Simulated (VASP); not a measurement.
Input of a VASP 6.6.1 run:

The input INCAR:

```
PREC     = Accurate       # precision mode
ENCUT    = 600            # plane-wave cutoff, eV
EDIFF    = 1E-7           # SCF threshold, eV
ISMEAR   = 1              # smearing method
SIGMA    = 0.1            # smearing width, eV
LREAL    = False          # projectors in reciprocal space
LASPH    = True           # aspherical terms in the spheres
NELM     = 150            # most SCF steps
ALGO     = Normal         # electronic algorithm
ISIF     = 2              # what is computed and relaxed
LWAVE    = False          # write WAVECAR
LCHARG   = False          # write CHGCAR
ISPIN    = 2              # spin polarisation
MAGMOM   = 1 1 -1 -1 0 0 0 0 # initial moments
LORBIT   = 11             # projections on sites
LMAXMIX  = 4              # l up to which the mixer works
METAGGA  = R2SCAN         # meta-GGA
LMIXTAU  = True         
AMIX     = 0.2          
BMIX     = 1E-4         
AMIX_MAG = 0.8          
BMIX_MAG = 1E-4         
KPAR     = 4
```

KPOINTS

```
Automatic mesh
0
Gamma
  8 12 8
```

File POSCAR:

```
CuO
1.0
    4.6837000000      0.0000000000      0.0000000000
    0.0000000000      3.4226000000      0.0000000000
   -0.8500274300      0.0000000000      5.0578693900
Cu O
4 4
Direct
    0.2500000000      0.2500000000      0.0000000000
    0.2500000000      0.7500000000      0.5000000000
    0.7500000000      0.7500000000      0.0000000000
    0.7500000000      0.2500000000      0.5000000000
    0.5000000000      0.9184000000      0.2500000000
    0.5000000000      0.0816000000      0.7500000000
    0.0000000000      0.4184000000      0.2500000000
    0.0000000000      0.5816000000      0.7500000000
```

Potentials or basis: VASP PAW PBE potentials, release 64 (Cu, O).

Run with:

```console
$ cat potpaw_PBE.64/Cu/POTCAR potpaw_PBE.64/O/POTCAR > POTCAR
$ mpirun -np 4 vasp_std > vasp.out
```

Problem. Predict the net moment.

Solution. 0.00 μB per cell.

Problem. What does it give for the pressure?

Solution. -0.1 GPa.

Stress tensor (GPa, compression positive):
```
-0.66  0.00  0.24
 0.00  1.27  0.00
 0.24  0.00 -0.82
```

Caveat: the PAW data sets were made with another functional, which shifts forces and pressure a little.
